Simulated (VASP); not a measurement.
# LiH (Fm-3m) in VASP: relaxation of cell and atoms with PBEsol

Aim: the relaxation of cell and atoms of LiH with PBEsol.

Program: VASP 6.6.1. These are calculated values, not measurements. Logs are shortened: lines on timing, memory, paths and dates and some standing lists are left out, and cuts for length are marked.

## (1) The crystal as given

Symmetry: Fm-3m, No. 225, cubic system. The conventional cell has a = 3.972 Å, b = 3.972 Å, c = 3.972 Å, α = 90.00°, β = 90.00°, γ = 90.00°. Li (site symmetry m-3m) is surrounded by 6 H at 1.99 Å. H (site symmetry m-3m) is surrounded by 6 Li at 1.99 Å.

## (2) Relaxation of cell and atoms, PBEsol

The input, INCAR:

```
SYSTEM = LiH
  ALGO = Normal
  EDIFF = 1E-7
  EDIFFG = -0.005
  ENCUT = 600
  GGA = PS
  IBRION = 2
  ISIF = 3
  ISMEAR = 0
  LASPH = .True.
  LCHARG = .False.
  LREAL = .False.
  LWAVE = .False.
  NELM = 80
  NSW = 90
  PREC = Accurate
  SIGMA = 0.03
```

The input, KPOINTS:

```
k-points
0
Gamma
  12 12 12
  0 0 0
```

The input, POSCAR:

```
LiH                                     
1.0
    0.0000000000      1.9860246740      1.9860246740
    1.9860246740     -0.0000000000      1.9860246740
    1.9860246740      1.9860246740     -0.0000000000
  Li              H             
     1     1
Direct
     0.0000000000000000    0.0000000000000000    0.0000000000000000
     0.5000000000000000    0.5000000000000000    0.5000000000000000
```

Potentials or basis: VASP PAW PBE potentials, release 64 (Li_sv, H).

Launch:

```bash
$ cat potpaw_PBE.64/Li_sv/POTCAR potpaw_PBE.64/H/POTCAR > POTCAR
$ mpirun -np 1 vasp_std > vasp.out
```

OUTCAR:

```text
SYSTEM = LiH
   EDIFF = 1E-7
   EDIFFG = -0.005
   ENCUT = 600
   GGA = PS
   IBRION = 2
   ISIF = 3
   ISMEAR = 0
   LASPH = .True.
   LREAL = .False.
   NELM = 80
   NSW = 90
   PREC = Accurate

 ion  position               nearest neighbor table
   1  0.000  0.000  0.000-
   2  0.500  0.500  0.500-

  LATTYP: Found a face centered cubic cell.
 ALAT       =     3.9720493480

  Lattice vectors:

 A1 = (   0.0000000000,   1.9860246740,   1.9860246740)
 A2 = (   1.9860246740,   0.0000000000,   1.9860246740)
 A3 = (   1.9860246740,   1.9860246740,   0.0000000000)

Analysis of symmetry for initial positions (statically):
=====================================================================
 Subroutine PRICEL returns:
 Original cell was already a primitive cell.

 Routine SETGRP: Setting up the symmetry group for a
 face centered cubic supercell.

 Subroutine GETGRP returns: Found 48 space group operations
 (whereof 48 operations were pure point group operations)
 out of a pool of 48 trial point group operations.

The static configuration has the point symmetry O_h .

Analysis of symmetry for dynamics (positions and initial velocities):
=====================================================================
 Subroutine PRICEL returns:
 Original cell was already a primitive cell.

 Routine SETGRP: Setting up the symmetry group for a
 face centered cubic supercell.

 Subroutine GETGRP returns: Found 48 space group operations
 (whereof 48 operations were pure point group operations)
 out of a pool of 48 trial point group operations.

The dynamic configuration has the point symmetry O_h .

 Subroutine INISYM returns: Found 48 space group operations
 (whereof 48 operations are pure point group operations),
 and found     1 'primitive' translations

----------------------------------------------------------------------------------------

                                     Primitive cell

  volume of cell :      15.6669

  direct lattice vectors                    reciprocal lattice vectors
     0.000000000  1.986024674  1.986024674    -0.251759209  0.251759209  0.251759209
     1.986024674  0.000000000  1.986024674     0.251759209 -0.251759209  0.251759209
     1.986024674  1.986024674  0.000000000     0.251759209  0.251759209 -0.251759209

  length of vectors
     2.808663029  2.808663029  2.808663029     0.436059740  0.436059740  0.436059740

  position of ions in fractional coordinates (direct lattice)
     0.000000000  0.000000000  0.000000000
     0.500000000  0.500000000  0.500000000

  ion indices of the primitive-cell ions
   primitive index   ion index
                 1           1
                 2           2

----------------------------------------------------------------------------------------

 KPOINTS: k-points

Automatic generation of k-mesh.
 Grid dimensions read from file:
 generate k-points for:   12   12   12

 Generating k-lattice:

  Cartesian coordinates                     Fractional coordinates (reciprocal lattice)
    -0.020979934  0.020979934  0.020979934     0.083333333  0.000000000  0.000000000
     0.020979934 -0.020979934  0.020979934     0.000000000  0.083333333  0.000000000
     0.020979934  0.020979934 -0.020979934     0.000000000  0.000000000  0.083333333

  Length of vectors
     0.036338312  0.036338312  0.036338312

  Shift w.r.t. Gamma in fractional coordinates (k-lattice)
     0.000000000  0.000000000  0.000000000

 Subroutine IBZKPT returns following result:
 ===========================================

 Found     72 irreducible k-points:

 Following reciprocal coordinates:
            Coordinates               Weight
  0.000000  0.000000  0.000000      1.000000
  0.083333  0.000000  0.000000      8.000000
  0.166667  0.000000  0.000000      8.000000
  0.250000  0.000000  0.000000      8.000000
  0.333333  0.000000  0.000000      8.000000
  0.416667  0.000000  0.000000      8.000000
[... 16 lines left out ...]
  0.500000  0.166667  0.000000     24.000000
 -0.416667  0.166667  0.000000     24.000000
 [... further k-points ...]
   k-points           NKPTS =     72   k-points in BZ     NKDIM =     72   number of bands    NBANDS=      6
   number of dos      NEDOS =    301   number of ions     NIONS =      2
   total plane-waves  NPLWV =  13824
   dimension x,y,z NGX =    24 NGY =   24 NGZ =   24
   dimension x,y,z NGXF=    48 NGYF=   48 NGZF=   48
   ions per type =               1   1
   NGX,Y,Z   is equivalent  to a cutoff of  14.21, 14.21, 14.21 a.u.
   NGXF,Y,Z  is equivalent  to a cutoff of  28.41, 28.41, 28.41 a.u.
 SYSTEM =  LiH
   PREC   = accura    normal or accurate (medium, high low for compatibility)
   ISTART =      0    job   : 0-new  1-cont  2-samecut
   ICHARG =      2    charge: 1-file 2-atom 10-const
   ISPIN  =      1    spin polarized calculation?
   LNONCOLLINEAR =      F non collinear calculations
   LSORBIT =      F    spin-orbit coupling
   LASPH  =      T    aspherical Exc in radial PAW
   ENCUT  =  600.0 eV  44.10 Ry    6.64 a.u.   5.61  5.61  5.61*2*pi/ulx,y,z
   NELM   =     80;   NELMIN=  2; NELMDL= -5     # of ELM steps
   EDIFF  = 0.1E-06   stopping-criterion for ELM
   LREAL  =      F    real-space projection
   EDIFFG = -.5E-02   stopping-criterion for IOM
   NSW    =     90    number of steps for IOM
   IBRION =      2    ionic relax: 0-MD 1-quasi-New 2-CG
   NFREE  =      1    steps in history (QN), initial steepest desc. (CG)
   ISIF   =      3    stress and relaxation
   ISYM   =      2    0-nonsym 1-usesym 2-fastsym
   POTIM  = 0.5000    time-step for ionic-motion
   TEBEG  =    0.0;   TEEND  =   0.0 temperature during run
   PSTRESS=    0.0 pullay stress
   NELECT =       4.0000    total number of electrons
   NUPDOWN=      -1.0000    fix difference up-down
   EMIN   =  10.00;   EMAX   =-10.00  energy-range for DOS
   EFERMI =   0.00;   METHOD = LEGACY
   ISMEAR =     0;   SIGMA  =   0.03  broadening in eV -4-tet -1-fermi 0-gaus
   EFERMI_NEDOS =   21; number of points for ismear=-14 and -15
   IALGO  =     38    algorithm
   IMIX   =      4    mixing-type and parameters
     AMIX     =   0.40;   BMIX     =  1.00
     AMIX_MAG =   1.60;   BMIX_MAG =  1.00
  volume/ion in A,a.u.               =       7.83        52.86
  Fermi-wavevector in a.u.,A,eV,Ry     =   1.038565  1.962603 14.675468  1.078616
  Thomas-Fermi vector in A             =   2.173055
   LORBIT       =      0    0 simple, 1 ext, 2 COOP (PROOUT), +10 PAW based schemes
   GGA     = PS    functional components
   LHFCALC =     F    Hartree Fock is set to
   AEXX    =    0.0000 exact exchange contribution
   IVDW    =     0    specifies the selected vdW correction
   LEPSILON=     F    determine dielectric tensor
   LRPA    =     F    only Hartree local field effects (RPA)
 conjugate gradient relaxation of ions
 non-spin polarized calculation
 Gauss-broadening in eV      SIGMA  =   0.03
  energy-cutoff  :      600.00
  volume of cell :       15.67
 maximum number of plane-waves:       544
   NGX = 11   NGY = 11   NGZ = 11

 number of electron       3.9999998 magnetization

 Free energy of the ion-electron system (eV)
  ---------------------------------------------------
  ext. energy  EPLUGINS =         0.00000000
  ---------------------------------------------------
  free energy    TOTEN  =        -6.12125642 eV

  energy without entropy =       -6.12125642  energy(sigma->0) =       -6.12125642

 E-fermi :   0.4327     XC(G=0):  -8.7007

 val. band max:        0.2870444287   @ k =   0.5000   0.5000   0.0000
 cond. band min:       3.0101698240   @ k =   0.5000   0.5000   0.0000
 fundamental gap:      2.7231253953
 Fermi energy:         0.4327477788

 k-point     1 :       0.0000    0.0000    0.0000
  band No.  band energies     occupation
      1     -43.3904      2.00000
      2      -5.3612      2.00000
      3      16.7391      0.00000
      4      18.2891      0.00000
      5      18.2891      0.00000
      6      18.2892      0.00000

 k-point     2 :       0.0833    0.0000    0.0000
  band No.  band energies     occupation
      1     -43.3867      2.00000
      2      -5.2370      2.00000
      3      15.5759      0.00000
      4      17.5687      0.00000
      5      17.9877      0.00000
      6      17.9878      0.00000

 k-point     3 :       0.1667    0.0000    0.0000
  band No.  band energies     occupation
      1     -43.3766      2.00000
      2      -4.8696      2.00000
      3      12.8479      0.00000
      4      16.5100      0.00000
      5      17.4283      0.00000
      6      17.4283      0.00000

 k-point     4 :       0.2500    0.0000    0.0000
  band No.  band energies     occupation
      1     -43.3626      2.00000
      2      -4.2820      2.00000
      3       9.9861      0.00000
      4      15.5313      0.00000
      5      16.9850      0.00000
      6      16.9850      0.00000

 k-point     5 :       0.3333    0.0000    0.0000
  band No.  band energies     occupation
      1     -43.3488      2.00000
      2      -3.5413      2.00000
      3       7.5162      0.00000
      4      14.7527      0.00000
      5      16.7768      0.00000
      6      16.7768      0.00000
[... 136 lines left out ...]
 k-point    21 :       0.3333    0.1667    0.0000
  band No.  band energies     occupation
      1     -43.3491      2.00000
      2      -3.5419      2.00000
      3       9.1155      0.00000
      4      12.4651      0.00000
      5      13.8028      0.00000
      6      17.6276      0.00000

 k-point    22 :       0.4167    0.1667    0.0000
  band No.  band energies     occupation
      1     -43.3378      2.00000
      2      -2.7445      2.00000
      3       6.8883      0.00000
      4      11.4816      0.00000
      5      13.7496      0.00000
      6      16.9857      0.00000

 k-point    23 :       0.5000    0.1667    0.0000
  band No.  band energies     occupation
      1     -43.3308      2.00000
      2      -2.0761      2.00000
      3       5.4288      0.00000
      4      10.8124      0.00000
      5      14.0676      0.00000
      6      16.4674      0.00000

 k-point    24 :      -0.4167    0.1667    0.0000
  band No.  band energies     occupation
      1     -43.3299      2.00000
      2      -1.9742      2.00000
      3       5.2316      0.00000
      4      10.4620      0.00000
      5      14.7517      0.00000
      6      16.1613      0.00000

 [... further k-points ...]

------------------------ aborting loop because EDIFF is reached ----------------------------------------

  FORCE on cell =-STRESS in cart. coord.  units (eV):
  Direction    XX          YY          ZZ          XY          YZ          ZX
  --------------------------------------------------------------------------------------
  -------------------------------------------------------------------------------------
  Total        0.0072797      0.0072797      0.0072797      0.0000000     -0.0000000     -0.0000000
  in kB        0.7444550      0.7444550      0.7444550      0.0000000     -0.0000000     -0.0000000
  external PRESSURE =       0.7444550 kB  Pullay stress =       0.0000000 kB

 VOLUME and BASIS-vectors are now :
 -----------------------------------------------------------------------------
  energy-cutoff  :      600.00
  volume of cell :       15.67
      direct lattice vectors                 reciprocal lattice vectors
     0.000000000  1.986024674  1.986024674    -0.251759209  0.251759209  0.251759209
     1.986024674  0.000000000  1.986024674     0.251759209 -0.251759209  0.251759209
     1.986024674  1.986024674  0.000000000     0.251759209  0.251759209 -0.251759209

 POSITION                                       TOTAL-FORCE (eV/Angst)
 -----------------------------------------------------------------------------------
      0.00000      0.00000      0.00000         0.000000      0.000000      0.000000
      1.98602      1.98602      1.98602         0.000000      0.000000      0.000000
 -----------------------------------------------------------------------------------
    total drift:                                0.000000     -0.000000     -0.000000

  FREE ENERGIE OF THE ION-ELECTRON SYSTEM (eV)
  ---------------------------------------------------
  free  energy   TOTEN  =        -6.1212564186 eV

  energy  without entropy=       -6.1212564186  energy(sigma->0) =       -6.12125642

 reached required accuracy - stopping structural energy minimisation
```

It took 5.9 s on 1 thread of Intel Xeon Platinum 8488C (Sapphire Rapids), shared host; peak memory 0.13 GiB.

Results:

| Item | Value |
| --- | --- |
| Free energy | -6.1213 eV |
| Pressure after relaxing | 0.1 GPa |
| Band gap on the k mesh | 2.72 eV, direct |

Final structure:
```
Li H
1.0
     0.00000    1.98602    1.98602
     1.98602    0.00000    1.98602
     1.98602    1.98602    0.00000
Li H
1 1
Direct
  0.00000 0.00000 0.00000
  0.50000 0.50000 0.50000
```

Caveat: the cutoff is under 1.25 times the usual one of these potentials, so pressure, stress and relaxed cells hold a basis-set (Pulay) error; the relaxation stopped at its first step, so nothing moved; the PAW data sets were made with another functional, which shifts forces and pressure a little.
